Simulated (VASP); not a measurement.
# Ru (Fd-3m) in VASP: a series of runs

The runs below take Ru through single point, with revPBE.

Everything below comes from runs of VASP 6.6.1. Logs are shortened: lines on timing, memory, paths and dates and some standing lists are left out, and cuts for length are marked.

### Step 1. The crystal as given

Symmetry: Fd-3m, No. 227, cubic system. Conventional cell: a = 5.478 Å, b = 5.478 Å, c = 5.478 Å, α = 90.00°, β = 90.00°, γ = 90.00°. Ru (site symmetry -43m) is surrounded by 4 Ru at 2.37 Å.

This isn't the form of Ru at room conditions, which is hcp.

### Step 2. Single point, revPBE

File INCAR:

```
SYSTEM = Ru
ALGO = Fast
EDIFF = 1E-7
ENCUT = 520
GGA = RE
ISIF = 2
ISMEAR = -1
LASPH = .True.
LCHARG = .False.
LREAL = .False.
LWAVE = .False.
NBANDS = 21
NELM = 100
PREC = Accurate
SIGMA = 0.1
```

File KPOINTS:

```
k-points
0
Gamma
  16 16 16
  0 0 0
```

File POSCAR:

```
Ru
1.0
    0.0000000000      2.7391580688      2.7391580688
    2.7391580688      0.0000000000      2.7391580688
    2.7391580688      2.7391580688      0.0000000000
Ru
2
Direct
    0.1250000000      0.1250000000      0.1250000000
    0.8750000000      0.8750000000      0.8750000000
```

Potentials or basis: VASP PAW PBE potentials, release 64 (Ru_pv).

Run with:

```bash
> cat potpaw_PBE.64/Ru_pv/POTCAR > POTCAR
> mpirun -np 1 vasp_std > vasp.out
```

OUTCAR:

```text
SYSTEM = Ru
   EDIFF = 1E-7
   ENCUT = 520
   GGA = RE
   ISIF = 2
   ISMEAR = -1
   LASPH = .True.
   LREAL = .False.
   NELM = 100
   PREC = Accurate

 ion  position               nearest neighbor table
   1  0.125  0.125  0.125-   2 2.37   2 2.37   2 2.37   2 2.37
   2  0.875  0.875  0.875-   1 2.37   1 2.37   1 2.37   1 2.37

  LATTYP: Found a face centered cubic cell.
 ALAT       =     5.4783161376

  Lattice vectors:

 A1 = (   0.0000000000,   2.7391580688,   2.7391580688)
 A2 = (   2.7391580688,   0.0000000000,   2.7391580688)
 A3 = (   2.7391580688,   2.7391580688,   0.0000000000)

Analysis of symmetry for initial positions (statically):
=====================================================================
 Subroutine PRICEL returns:
 Original cell was already a primitive cell.

 Routine SETGRP: Setting up the symmetry group for a
 face centered cubic supercell.

 Subroutine GETGRP returns: Found 48 space group operations
 (whereof 12 operations were pure point group operations)
 out of a pool of 48 trial point group operations.

The static configuration has the point symmetry D_3d.
 The point group associated with its full space group is O_h .

Analysis of symmetry for dynamics (positions and initial velocities):
=====================================================================
 Subroutine PRICEL returns:
 Original cell was already a primitive cell.

 Routine SETGRP: Setting up the symmetry group for a
 face centered cubic supercell.

 Subroutine GETGRP returns: Found 48 space group operations
 (whereof 12 operations were pure point group operations)
 out of a pool of 48 trial point group operations.

The dynamic configuration has the point symmetry D_3d.
 The point group associated with its full space group is O_h .

 Subroutine INISYM returns: Found 48 space group operations
 (whereof 12 operations are pure point group operations),
 and found     1 'primitive' translations

----------------------------------------------------------------------------------------

                                     Primitive cell

  volume of cell :      41.1037

  direct lattice vectors                    reciprocal lattice vectors
     0.000000000  2.739158069  2.739158069    -0.182537841  0.182537841  0.182537841
     2.739158069  0.000000000  2.739158069     0.182537841 -0.182537841  0.182537841
     2.739158069  2.739158069  0.000000000     0.182537841  0.182537841 -0.182537841

  length of vectors
     3.873754490  3.873754490  3.873754490     0.316164815  0.316164815  0.316164815

  position of ions in fractional coordinates (direct lattice)
     0.125000000  0.125000000  0.125000000
     0.875000000  0.875000000  0.875000000

  ion indices of the primitive-cell ions
   primitive index   ion index
                 1           1
                 2           2

----------------------------------------------------------------------------------------

 KPOINTS: k-points

Automatic generation of k-mesh.
 Grid dimensions read from file:
 generate k-points for:   16   16   16

 Generating k-lattice:

  Cartesian coordinates                     Fractional coordinates (reciprocal lattice)
    -0.011408615  0.011408615  0.011408615     0.062500000  0.000000000  0.000000000
     0.011408615 -0.011408615  0.011408615     0.000000000  0.062500000  0.000000000
     0.011408615  0.011408615 -0.011408615     0.000000000  0.000000000  0.062500000

  Length of vectors
     0.019760301  0.019760301  0.019760301

  Shift w.r.t. Gamma in fractional coordinates (k-lattice)
     0.000000000  0.000000000  0.000000000

 Subroutine IBZKPT returns following result:
 ===========================================

 Found    145 irreducible k-points:

 Following reciprocal coordinates:
            Coordinates               Weight
  0.000000  0.000000  0.000000      1.000000
  0.062500  0.000000  0.000000      8.000000
  0.125000  0.000000  0.000000      8.000000
  0.187500  0.000000  0.000000      8.000000
  0.250000  0.000000  0.000000      8.000000
  0.312500  0.000000  0.000000      8.000000
[... 16 lines left out ...]
 -0.125000  0.062500  0.000000     24.000000
 -0.062500  0.062500  0.000000     12.000000
 [... further k-points ...]
   k-points           NKPTS =    145   k-points in BZ     NKDIM =    145   number of bands    NBANDS=     21
   number of dos      NEDOS =    301   number of ions     NIONS =      2
   total plane-waves  NPLWV =  27000
   dimension x,y,z NGX =    30 NGY =   30 NGZ =   30
   dimension x,y,z NGXF=    60 NGYF=   60 NGZF=   60
   ions per type =               2
   NGX,Y,Z   is equivalent  to a cutoff of  12.87, 12.87, 12.87 a.u.
   NGXF,Y,Z  is equivalent  to a cutoff of  25.75, 25.75, 25.75 a.u.
 SYSTEM =  Ru
   PREC   = accura    normal or accurate (medium, high low for compatibility)
   ISTART =      0    job   : 0-new  1-cont  2-samecut
   ICHARG =      2    charge: 1-file 2-atom 10-const
   ISPIN  =      1    spin polarized calculation?
   LNONCOLLINEAR =      F non collinear calculations
   LSORBIT =      F    spin-orbit coupling
   LASPH  =      T    aspherical Exc in radial PAW
   ENCUT  =  520.0 eV  38.22 Ry    6.18 a.u.   7.20  7.20  7.20*2*pi/ulx,y,z
   NELM   =    100;   NELMIN=  2; NELMDL= -5     # of ELM steps
   EDIFF  = 0.1E-06   stopping-criterion for ELM
   LREAL  =      F    real-space projection
   EDIFFG = 0.1E-05   stopping-criterion for IOM
   NSW    =      0    number of steps for IOM
   IBRION =     -1    ionic relax: 0-MD 1-quasi-New 2-CG
   NFREE  =      0    steps in history (QN), initial steepest desc. (CG)
   ISIF   =      2    stress and relaxation
   ISYM   =      2    0-nonsym 1-usesym 2-fastsym
   POTIM  = 0.5000    time-step for ionic-motion
   TEBEG  =    0.0;   TEEND  =   0.0 temperature during run
   PSTRESS=    0.0 pullay stress
   NELECT =      28.0000    total number of electrons
   NUPDOWN=      -1.0000    fix difference up-down
   EMIN   =  10.00;   EMAX   =-10.00  energy-range for DOS
   EFERMI =   0.00;   METHOD = LEGACY
   ISMEAR =    -1;   SIGMA  =   0.10  broadening in eV -4-tet -1-fermi 0-gaus
   EFERMI_NEDOS =   21; number of points for ismear=-14 and -15
   IALGO  =     68    algorithm
   IMIX   =      4    mixing-type and parameters
     AMIX     =   0.40;   BMIX     =  1.00
     AMIX_MAG =   1.60;   BMIX_MAG =  1.00
  volume/ion in A,a.u.               =      20.55       138.69
  Fermi-wavevector in a.u.,A,eV,Ry     =   1.440457  2.722070 28.230966  2.074917
  Thomas-Fermi vector in A             =   2.559199
   LORBIT       =      0    0 simple, 1 ext, 2 COOP (PROOUT), +10 PAW based schemes
   GGA     = RE    functional components
   LHFCALC =     F    Hartree Fock is set to
   AEXX    =    0.0000 exact exchange contribution
   IVDW    =     0    specifies the selected vdW correction
   LEPSILON=     F    determine dielectric tensor
   LRPA    =     F    only Hartree local field effects (RPA)
 non-spin polarized calculation
 RMM-DIIS sequential band-by-band and
  energy-cutoff  :      520.00
  volume of cell :       41.10
 maximum number of plane-waves:      1124
 NGX is ok and might be reduce to    30
   NGX = 15   NGY = 15   NGZ = 15

 number of electron      28.0000009 magnetization

 Free energy of the ion-electron system (eV)
  ---------------------------------------------------
  ext. energy  EPLUGINS =         0.00000000
  ---------------------------------------------------
  free energy    TOTEN  =       -15.21220226 eV

  energy without entropy =      -15.14913331  energy(sigma->0) =      -15.18066779

 E-fermi :   6.9403     XC(G=0): -11.1838

 val. band max:        6.9387853549   @ k =  -0.4375   0.0625   0.0000
 cond. band min:       6.9527245114   @ k =   0.4375   0.3125   0.1250
 fundamental gap:      0.0139391565
 Fermi energy:         6.9403332296

 k-point     1 :       0.0000    0.0000    0.0000
  band No.  band energies     occupation
      1     -36.1678      2.00000
      2     -36.1678      2.00000
      3     -36.1678      2.00000
      4     -35.3245      2.00000
      5     -35.3245      2.00000
      6     -35.3245      2.00000
[... 13 lines left out ...]
     20      19.9304      0.00000
     21      19.9366      0.00000

 k-point     2 :       0.0625    0.0000    0.0000
  band No.  band energies     occupation
      1     -36.1717      2.00000
      2     -36.1717      2.00000
      3     -36.1671      2.00000
      4     -35.3256      2.00000
      5     -35.3205      2.00000
      6     -35.3205      2.00000
[... 13 lines left out ...]
     20      19.8222      0.00000
     21      19.8323      0.00000

 k-point     3 :       0.1250    0.0000    0.0000
  band No.  band energies     occupation
      1     -36.1825      2.00000
      2     -36.1825      2.00000
      3     -36.1651      2.00000
      4     -35.3286      2.00000
      5     -35.3091      2.00000
      6     -35.3091      2.00000
[... 13 lines left out ...]
     20      19.5194      0.00000
     21      19.5230      0.00000

 k-point     4 :       0.1875    0.0000    0.0000
  band No.  band energies     occupation
      1     -36.1982      2.00000
      2     -36.1982      2.00000
      3     -36.1622      2.00000
      4     -35.3330      2.00000
      5     -35.2926      2.00000
      6     -35.2926      2.00000
[... 13 lines left out ...]
     20      19.0407      0.00000
     21      19.0418      0.00000

 k-point     5 :       0.2500    0.0000    0.0000
  band No.  band energies     occupation
      1     -36.2160      2.00000
      2     -36.2160      2.00000
      3     -36.1589      2.00000
      4     -35.3378      2.00000
      5     -35.2738      2.00000
      6     -35.2738      2.00000
[... 13 lines left out ...]
     20      18.5044      0.00000
     21      18.5044      0.00000
[... 382 lines left out ...]
     20      17.9719      0.00000
     21      18.9374      0.00000

 k-point    22 :      -0.1875    0.0625    0.0000
  band No.  band energies     occupation
      1     -36.2231      2.00000
      2     -36.2003      2.00000
      3     -36.1487      2.00000
      4     -35.3468      2.00000
      5     -35.2903      2.00000
      6     -35.2674      2.00000
[... 13 lines left out ...]
     20      18.4250      0.00000
     21      19.6670      0.00000

 k-point    23 :      -0.1250    0.0625    0.0000
  band No.  band energies     occupation
      1     -36.2028      2.00000
      2     -36.1850      2.00000
      3     -36.1556      2.00000
      4     -35.3387      2.00000
      5     -35.3065      2.00000
      6     -35.2883      2.00000
[... 13 lines left out ...]
     20      19.0623      0.00000
     21      20.0725      0.00000

 k-point    24 :      -0.0625    0.0625    0.0000
  band No.  band energies     occupation
      1     -36.1847      2.00000
      2     -36.1748      2.00000
      3     -36.1621      2.00000
      4     -35.3313      2.00000
      5     -35.3172      2.00000
      6     -35.3071      2.00000
[... 13 lines left out ...]
     20      19.8400      0.00000
     21      20.0550      0.00000

 [... further k-points ...]
[... 5 lines left out ...]
  --------------------------------------------------------------------------------------
  -------------------------------------------------------------------------------------
  Total        0.0723744      0.0723744      0.0723744      0.0000000     -0.0000000     -0.0000000
  in kB        2.8210713      2.8210713      2.8210713      0.0000000     -0.0000000     -0.0000000
  external PRESSURE =       2.8210713 kB  Pullay stress =       0.0000000 kB

 VOLUME and BASIS-vectors are now :
 -----------------------------------------------------------------------------
  energy-cutoff  :      520.00
  volume of cell :       41.10
      direct lattice vectors                 reciprocal lattice vectors
     0.000000000  2.739158069  2.739158069    -0.182537841  0.182537841  0.182537841
     2.739158069  0.000000000  2.739158069     0.182537841 -0.182537841  0.182537841
     2.739158069  2.739158069  0.000000000     0.182537841  0.182537841 -0.182537841

 POSITION                                       TOTAL-FORCE (eV/Angst)
 -----------------------------------------------------------------------------------
      0.68479      0.68479      0.68479        -0.000000     -0.000000     -0.000000
      4.79353      4.79353      4.79353         0.000000      0.000000      0.000000
 -----------------------------------------------------------------------------------
    total drift:                               -0.000000      0.000000      0.000000

  FREE ENERGIE OF THE ION-ELECTRON SYSTEM (eV)
  ---------------------------------------------------
  free  energy   TOTEN  =       -15.2122022628 eV

  energy  without entropy=      -15.1491333143  energy(sigma->0) =      -15.18066779
```

It took 3.5 min on 1 thread of AMD EPYC 7R43 (Zen 3), shared host; peak memory 0.18 GiB.

Results:

```
Free energy            : -15.2122 eV
Pressure               : 0.3 GPa
Band gap on the k mesh : none (metal or under the smearing width)
```

Levels at points of the mesh, in eV from the Fermi level:
```csv
k point,band 10,band 11,band 12,band 13,band 14,band 15,band 16,band 17,band 18,band 19
"(0.00, 0.00, 0.00)",-3.15,-3.15,-3.15,-0.46,-0.46,-0.46,1.79,1.79,12.56,12.98
"(0.50, 0.00, 0.00)",-3.38,-3.38,-3.14,-0.34,0.20,0.20,1.36,1.36,3.01,10.33
"(0.50, 0.50, 0.00)",-3.36,-1.38,-1.38,-1.24,-1.24,1.64,1.64,3.32,3.32,5.18
```

Caveat: the PAW data sets were made with another functional, which shifts forces and pressure a little.

(Continued in part 2 of 2.)
